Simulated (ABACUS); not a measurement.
# Rh: equation of state with rPW86PBE

The system is Rh.

```
Rh
1.0
     0.00000    1.89785    1.89785
     1.89785    0.00000    1.89785
     1.89785    1.89785    0.00000
Rh
1
Direct
  0.00000 0.00000 0.00000
```

```yaml
Program: ABACUS 3.10.1
Task: equation of state
Functional: rPW86PBE
Potentials_or_basis: SG15 ONCV 1.2 PBE
Cutoff: 1211 eV
Density_cutoff: 4844 eV
Basis: plane waves
k_mesh: 10 × 10 × 10
Occupations: fermi-dirac, width 0.05 eV
Spin: no spin polarisation
```

```
Equilibrium volume : 14.72 Å³/atom (rough: see the caveat)
Bulk modulus       : 223 GPa (rough)
```

Energy against volume, from the lowest point:
```tsv
volume (Å³/atom)	energy (meV/atom)
12.851	216.35
13.398	98.19
13.945	29.45
14.492	0.00
```

All runs of the series together: 16 s on 4 threads of Intel(R) Xeon(R) Platinum 8488C (Sapphire Rapids), on a shared host.

Caveat: the minimum lies outside the volumes run; the potentials were made for another functional, which shifts forces and pressure.
